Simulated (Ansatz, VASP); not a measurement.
BAs in VASP and in Ansatz

File INCAR:

```
ALGO = Normal
EDIFF = 1E-6
EDIFFG = -0.01
ENCUT = 600
GGA = PS
IBRION = 2
ISIF = 3
ISMEAR = -1
IVDW = 13
LASPH = T
LCHARG = F
LREAL = F
LWAVE = F
NELM = 80
NSW = 60
PREC = Accurate
SIGMA = 0.05
```

The input KPOINTS:

```
k-points
0
Gamma
  10 10 10
```

The input POSCAR:

```
BAs
1.0
    0.0000000000      2.3885000000      2.3885000000
    2.3885000000      0.0000000000      2.3885000000
    2.3885000000      2.3885000000      0.0000000000
As B
1 1
Direct
    0.7500000000      0.7500000000      0.7500000000
    0.0000000000      0.0000000000      0.0000000000
```

File input.yaml:

```yaml
crystal:
  lattice:
    - [0.0, 2.3885, 2.3885]
    - [2.3885, 0.0, 2.3885]
    - [2.3885, 2.3885, 0.0]
  atoms:
    - { symbol: As, position: [0.75, 0.75, 0.75] }
    - { symbol: B, position: [0.0, 0.0, 0.0] }
hamiltonian:
  xc: pbesol
  pseudopotentials: { kind: paw }
  dispersion: d4
kpoints:
  mp_grid: { grid: [10, 10, 10] }
scf:
  occupations: { method: fermi_dirac, width: 0.05 }
output:
  forces: true
  stress: true
  eigenvalues: true
  write_density: true
  write_potential: true
  elf: true
  volumetric_format: npy
relax:
  f_tol: 0.01
  max_steps: 40
  cell: { stress_tol: 0.05 }
```

Alike in both runs: task relaxation of cell and atoms; functional PBEsol; dispersion D4; k mesh 10 × 10 × 10; occupations fermi-dirac, width 0.05 eV; no spin polarisation.

```csv
,VASP,Ansatz
version,VASP 6.6.1,Ansatz 0.2.0
potentials or method,"VASP PAW PBE potentials, release 64 (As, B)",Ansatz PAW
plane-wave cutoff (eV),600,420
valence electrons in the cell,8,18
```

Ansatz gave:

```
gap on the k mesh at the Fermi level, each at its own relaxed structure (eV) : 1.06
relaxed volume (Å³/atom)                                                     : 13.30
relaxed cell length with the largest relative difference (Å)                 : 3.351
energy change over the relaxation (meV/atom)                                 : -3
```

Problem. Which values does VASP return?

Solution. gap on the k mesh at the Fermi level, each at its own relaxed structure (eV): 1.06; relaxed volume (Å³/atom): 13.39; relaxed cell length with the largest relative difference (Å): 3.358; energy change over the relaxation (meV/atom): -2.

The two sets of potentials don't hold the same shells in valence.

Caveats: the PAW data sets were made with another functional, which shifts forces and pressure a little (VASP); the plane-wave basis is chosen anew once the cell has moved, so the energies of steps on either side of that aren't comparable (Ansatz); the PAW data sets come from PBE, with cores solved anew for the run's functional, which leaves a small shift of forces and pressure (Ansatz). Expect the measured gap to be larger: semilocal functionals such as PBEsol lack the derivative discontinuity. A k mesh can miss the band edges.
